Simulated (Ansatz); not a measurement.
Start from LaAlO₃ (space group R-3c, No. 167; a = 5.3534 Å, c = 13.0483 Å (hexagonal axes)).

Method: PBEsol (Ansatz, an electronic-structure program; PAW; 420 eV plane waves; scalar-relativistic without spin-orbit coupling).

Before the change:

```
Property     Value
--------  --------
Band gap   3.94 eV
Pressure  0.00 GPa
```

It is then changed as follows: every lattice vector is stretched by 0.34 %; the atoms relax in the strained cell.

**Question.** What does the calculation give for the energy relative to the base, band gap and pressure after the change?

**Answer.** The energy goes up by 0.7 meV/atom; the band gap rises by 0.02 eV (3.94 eV → 3.96 eV); the pressure (mean of the normal stresses, compression positive) goes from zero to -1.94 GPa.

No phonon test of stability was made.
